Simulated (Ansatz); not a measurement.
# Bismuth, beta-Sn type under PBE: ground state and equation of state

Aim: take bismuth in the beta-Sn type structure, relax it, solve it on a dense k-mesh, switch on spin-orbit coupling, then scale the cell to 7 volumes from 88 to 112 % of the relaxed one and try a fit of the equation of state. The k-meshes are 11×11×7 for the relaxation; 17×17×12 for the dense run; 10×10×7 for spin-orbit coupling; 12×12×8 for the volumes.

Method: DFT PBE, plane waves (420 eV) with PAW, scalar-relativistic, in Ansatz 0.2.0.

## 1. The system as given

The structure is tetragonal, space group I4_1/amd (No. 141). The conventional cell has a = 6.257 Å, b = 6.257 Å, c = 3.416 Å, α = 90.00°, β = 90.00°, γ = 90.00°. Bi (site symmetry -4m2) has 6 Bi at 3.24 to 3.42 Å as nearest neighbours.

Structure file:

```cif
data_structure
_symmetry_space_group_name_H-M 'P 1'
_symmetry_Int_Tables_number 1
_cell_length_a 4.7429
_cell_length_b 4.7429
_cell_length_c 4.7429
_cell_angle_alpha 97.454
_cell_angle_beta 97.454
_cell_angle_gamma 137.779
_cell_volume 66.88
loop_
_atom_site_label
_atom_site_type_symbol
_atom_site_fract_x
_atom_site_fract_y
_atom_site_fract_z
_atom_site_occupancy
Bi1 Bi 0.00000 0.00000 0.00000 1
Bi2 Bi 0.75000 0.25000 0.50000 1
```

## 2. Relaxing cell and atoms

File input.yaml:

```yaml
crystal:
  lattice:
    - [-3.1286360644, 3.1286360644, 1.7082352912]
    - [3.1286360644, -3.1286360644, 1.7082352912]
    - [3.1286360644, 3.1286360644, -1.7082352912]
  atoms:
    - { symbol: Bi, position: [0.0, 0.0, 0.0] }
    - { symbol: Bi, position: [0.75, 0.25, 0.5] }
hamiltonian:
  xc: pbe
  pseudopotentials:
    kind: paw
    azcp:
      Bi: "pseudopotentials/Bi.paw.azcp"
basis:
  ecutwfc: 420
  fft_grid_basis: typed
kpoints:
  mp_grid: { grid: [11, 11, 7], shift: [0, 0, 0] }
magnetization:
  spin_polarized: false
scf:
  occupations: { method: fermi_dirac, width: 0.1 }
relax:
  max_steps: 60
  f_tol: 0.01
  cell: {}
output:
  write_density: true
  write_potential: true
  elf: true
  volumetric_format: npy
```

Run with:

```bash
ansatz run input.yaml --threads 1 --pin off --max-ram 3584MiB --backend cpu --events-out ev --progress --plain --runs-dir out
```

After this run come: The energy on a finer k-mesh; A two-component run at the same geometry; Volume × 0.88; Volume × 0.92; Volume × 0.96; Volume × 1.0; Volume × 1.04; Volume × 1.08; Volume × 1.12.

What does the calculation give? Wanted: space group; conventional cell; volume; shortest distance; gap on the mesh; relative to A7 rhombohedral; V₀, B₀, B₀′.

As calculated:

| quantity | value |
| --- | --- |
| space group (spins left aside) | C2/c (No. 15) |
| conventional cell | a = 3.380 Å, b = 9.008 Å, c = 4.736 Å, β = 109.27° |
| volume | 34.027 Å³/atom |
| shortest distance | 3.270 Å |
| gap on the mesh | none (levels filled in part) |
| relative to A7 rhombohedral | +43 meV/atom |
| V₀, B₀, B₀′ | 34.061 Å³/atom, 48 GPa, 4.6 |

What this shows: From the guessed start the volume grew by 1.8 % in 8 steps. What began as beta-Sn type has relaxed into C2/c. What follows belongs to that structure, not to the type named at the start. The mesh has less symmetry than the lattice, which may have let the distortion in. It lies 43 meV/atom above the element's reference form at the same level (A7 rhombohedral, from a run of its own). Levels at the Fermi energy are filled in part, as in a metal. The total energy of the spin-orbit run lies -41.9 eV/atom from the scalar one, but the two kinds of run don't share a zero of energy: only differences within one kind count. The fitted modulus is 48 GPa; letting shape and positions relax at each volume could only lower it.
